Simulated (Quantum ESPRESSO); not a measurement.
The system is Al2Pt.

```
CELL_PARAMETERS angstrom
0.00000 2.95500 2.95500
2.95500 0.00000 2.95500
2.95500 2.95500 0.00000
ATOMIC_POSITIONS crystal
Pt 0.00000 0.00000 0.00000
Al 0.75000 0.75000 0.75000
Al 0.25000 0.25000 0.25000
```

Base run:

```yaml
Program: Quantum ESPRESSO 7.5
Functional: PBE
Potentials_or_basis: SSSP 1.3 efficiency PBE
Cutoff: 748 eV
Density_cutoff: 5987 eV
k_mesh: 8 × 8 × 8
Occupations: fermi-dirac, width 0.05 eV
Spin: no spin polarisation
```

Its results: band gap on the k mesh none (metal or under the smearing width); pressure 2.4 GPa.

Task: The run is repeated on the same cell with these changes: functional from PBE to PBEsol; potentials or basis from SSSP 1.3 efficiency PBE to GBRV 1.5 PBEsol; cutoff from 748 eV to 612 eV; density cutoff from 5987 eV to 4898 eV. What comes out?

Result: Band gap on the k mesh none (metal or under the smearing width); pressure -1.2 GPa.

Caveats: spin-orbit coupling is left out, which moves the levels of the heavy elements (some runs).
